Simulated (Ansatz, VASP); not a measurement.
## Two plane-wave programs on NaCl

```
Na Cl
1.0
     3.50219    0.00000   -0.13133
     0.00000    3.50219    0.00000
    -0.13133    0.00000    3.50219
Na Cl
1 1
Direct
  0.00000 0.00000 0.00000
  0.50000 0.50000 0.50000
```

Change from the starting cell: strain -0.0750 x Voigt [0, 0, 0, 0, 1, 0], atoms carried along.

Alike in both runs: task single point; functional PBEsol; k mesh 6 × 6 × 6; occupations gaussian, width 0.05 eV; no spin polarisation.

```csv
,VASP,Ansatz
version,VASP 6.6.1,Ansatz 0.2.0
potentials or method,"VASP PAW PBE potentials, release 64 (Na_pv, Cl)","scalar-relativistic, plane waves, PAW"
plane-wave cutoff (eV),520,420
valence electrons in the cell,14,16
```

Ansatz gave:

| Quantity | Value |
| --- | --- |
| gap on the k mesh at the Fermi level (eV) | 3.87 |
| least direct gap on the mesh (eV) | 4.25 |
| pressure (GPa) | -1.1 |
| largest component of the traceless stress (GPa) | 0.17 |

What did VASP give for the same quantities?

gap on the k mesh at the Fermi level (eV): 3.86; least direct gap on the mesh (eV): 4.25; pressure (GPa): -1.1; largest component of the traceless stress (GPa): 0.16.

The two sets of potentials don't hold the same shells in valence.

Caveats: the PAW data sets were made with another functional, which shifts forces and pressure a little (VASP). A k mesh can miss the band edges.
